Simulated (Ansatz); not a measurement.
Results of HSE06 in Ansatz (plane waves, PAW) for zinc-blende ZnTe.

Total energies, extrapolated to zero smearing (they compare only within this program, potentials and cutoff; free atoms with spin allowed, lowest state found):

```json
[
 {"system": "zinc-blende ZnTe, relaxed", "energy (eV/atom)": "-5152.2555"},
 {"system": "free Zn atom", "energy (eV/atom)": "-3317.7743"},
 {"system": "free Te atom", "energy (eV/atom)": "-6982.1360"}
]
```

**Question.** Work out the cohesive energy per atom.

**Answer.** E_coh = [1 × (-3317.7743) + 1 × (-6982.1360)]/2 − (-5152.2555) = 2.30 eV/atom. The reference value is 2.45 eV/atom (measured, zero-point energy (9/8 kB θD) added and atomic spin-orbit splittings removed, spin-orbit-averaged atoms; as tabulated in Albrecht et al. (1997), arXiv:cond-mat/9706128), not set against a level without spin–orbit coupling.

Spin–orbit coupling is left out; its size isn't shown.

The PAW data were made under PBE.

Ansatz is a program for electronic structure.
